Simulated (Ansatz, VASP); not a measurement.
Given: the input of a run of VASP 6.6.1 on Ge.

The input INCAR:

```
PREC = Accurate ; ENCUT = 600
EDIFF = 1E-6 ; ISMEAR = -1
SIGMA = 0.05 ; LREAL = F
LASPH = T ; NELM = 60
ALGO = Fast ; ISIF = 3
LWAVE = F ; LCHARG = F
GGA = RE ; IBRION = 2
NSW = 40 ; EDIFFG = -0.01
```

KPOINTS

```
Automatic mesh
0
Gamma
  8 8 8
```

File POSCAR:

```
Ge
1.0
    0.0000000000      2.8289100000      2.8289100000
    2.8289100000      0.0000000000      2.8289100000
    2.8289100000      2.8289100000      0.0000000000
Ge
2
Direct
    0.7500000000      0.7500000000      0.7500000000
    0.5000000000      0.5000000000      0.5000000000
```

Potentials or basis: VASP PAW PBE potentials, release 64 (Ge_d).

Command:

```bash
$ cat potpaw_PBE.64/Ge_d/POTCAR > POTCAR
$ mpirun -np 1 vasp_std > vasp.out
```

Question: Set up the same calculation for Ansatz 0.2.0. Potentials there: Ansatz PAW.

Answer: As run (the cutoff follows the program's own potentials):

Contents of input.yaml:

```yaml
crystal:
  lattice:
    - [0.0, 2.82891, 2.82891]
    - [2.82891, 0.0, 2.82891]
    - [2.82891, 2.82891, 0.0]
  atoms:
    - { symbol: Ge, position: [0.75, 0.75, 0.75] }
    - { symbol: Ge, position: [0.5, 0.5, 0.5] }
hamiltonian:
  xc: revpbe
  pseudopotentials: { kind: paw }
kpoints:
  mp_grid: { grid: [8, 8, 8] }
scf:
  occupations: { method: fermi_dirac, width: 0.05 }
output:
  forces: true
  stress: true
relax:
  f_tol: 0.01
  max_steps: 40
  cell: { stress_tol: 0.05 }
```

Potentials or basis: Ansatz PAW.

Command:

```console
$ ansatz run input.yaml --threads 2 --pin off --max-ram 5632MiB --backend cpu --events-out ev --progress --plain --runs-dir out
```

Both were run:

|  | VASP | Ansatz | Ansatz less VASP |
| --- | --- | --- | --- |
| relaxed volume (Å³/atom) | 24.37 | 24.40 | +0.023 |
| relaxed cell length with the largest relative difference (Å) | 4.100 | 4.102 | +0.0013 |
| energy change over the relaxation (meV/atom) | -25 | -25 | -0.6 |

Caveats: the PAW data sets were made with another functional, which shifts forces and pressure a little (VASP); the plane-wave basis is chosen anew once the cell has moved, so the energies of steps on either side of that aren't comparable (Ansatz); the PAW data sets come from PBE, with cores solved anew for the run's functional, which leaves a small shift of forces and pressure (Ansatz). Zero-point motion and thermal expansion aren't in these numbers.
